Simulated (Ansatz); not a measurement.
# C: a line through a two-coordinate scan

The task here is to estimate one member of a computed series from the others.

The COD entry's cell or inner coordinates are ideal or old and differ from later refinements, so a difference from it is no clean test against experiment.

Method: DFT PBEsol+D3(BJ), scalar-relativistic, plane waves, PAW, in Ansatz 0.2.0.

71 further runs of the same task are left out: 71 set aside as unsound or not needed. Runs told in other sessions of the task aren't counted.

### Starting point

The structure is hexagonal, space group P6_3/mmc (No. 194). Conventional cell: a = 2.458 Å, b = 2.458 Å, c = 6.580 Å, α = 90.00°, β = 90.00°, γ = 120.00°. C (site symmetry -6m2) has 3 C at 1.42 Å in its first shell of neighbours.

Coordinates:

```
CELL_PARAMETERS angstrom
2.45801 0.00000 0.00000
-1.22900 2.12870 0.00000
0.00000 0.00000 6.58006
ATOMIC_POSITIONS crystal
C 0.00000 0.00000 0.00250
C 0.00000 0.00000 0.50250
C 0.33333 0.66667 0.00250
C 0.66667 0.33333 0.50250
```

This cell was relaxed beforehand with the same method: volume 8.61 Å³/atom, gap on the mesh none (metal).

### Plan of the line

The energy is mapped over volume and the cell's shape.

The axes are (1) volume per atom: 11 values from 7.574 to 9.640 Å³; (2) c/a of the conventional cell: 11 values from 2.373 to 3.020.

Nothing else is relaxed (symmetry fixes all fractional coordinates). Energies count from the relaxed crystal. Points are written as (first, second).

Set-up of the first run:

input.yaml

```yaml
crystal:
  lattice:
    - [2.4324008374, 0.0, 0.0]
    - [-1.2162004187, 2.1065209173, 0.0]
    - [0.0, 0.0, 5.9126799554]
  atoms:
    - { symbol: C, position: [0.0, 0.0, 0.0025] }
    - { symbol: C, position: [0.0, 0.0, 0.5025] }
    - { symbol: C, position: [0.3333333333, 0.6666666667, 0.0025] }
    - { symbol: C, position: [0.6666666667, 0.3333333333, 0.5025] }
basis:
  ecutwfc: 520.0
kpoints:
  mp_grid: { grid: [21, 21, 8] }
hamiltonian:
  xc: pbesol
  pseudopotentials: { kind: paw, azcp: { folder: soft_1 } }
  dispersion: d3bj
scf:
  occupations: { method: gaussian, width: 0.15 }
output:
  forces: true
  stress: true
  eigenvalues: true
```

Run with:

```console
$ ansatz run input.yaml --threads 2 --pin off --max-ram 4096MiB --backend cpu --events-out ev --progress --plain --runs-dir out
```

Among the steps run: The run at (7.574 Å³, 2.431); Point (7.781 Å³, 2.431); The run at (8.194 Å³, 2.431); The run at (8.401 Å³, 2.431); Point (8.607 Å³, 2.431); Point (8.814 Å³, 2.431); Point (9.020 Å³, 2.431); Point (9.227 Å³, 2.431); The run at (9.434 Å³, 2.431); Point (9.640 Å³, 2.431).

One table of the session follows, with a row left open; its other results are not shown here.

```
volume per atom (Å³)  energy (meV/atom)  slope (meV/atom per Å³)  pressure (GPa)
               7.574                 24                      −83            13.3
               7.781                  ?                        ?               ?
               7.988                 14                       33            −5.2
               8.194                 26                       80           −12.8
               8.401                 47                      122           −19.5
               8.607                 76                      159           −25.4
               8.814                112                      191           −30.6
               9.020                155                      219           −35.1
               9.227                203                      244           −39.1
               9.434                256                      266           −42.7
               9.640                312                      286           −45.8
```

Q: Estimate the row for volume per atom (Å³) = 7.781 from the others.

Worked estimate for «energy (meV/atom)». A straight line through the neighbours (7.574, 24) and (7.988, 14) gives 24 + (14 − 24) × (7.781 − 7.574) / (7.988 − 7.574) = 19; a parabola fitted to 3 rows on both sides gives 13.

**Answer.** energy (meV/atom): 13; slope (meV/atom per Å³): −22; pressure (GPa): 3.5. In «energy (meV/atom)» the line misses by +6 and the parabola by +0.

Energies count from the relaxed crystal. Rows without a step come from runs not printed here or follow by symmetry.

The lowest point computed on the line is at 7.781 Å³, 13 meV/atom from the zero. The highest point computed, at 9.640 Å³, lies 299 meV/atom above the lowest.

Limits of these values: Warnings in the runs' records: pseudo functional mismatch.
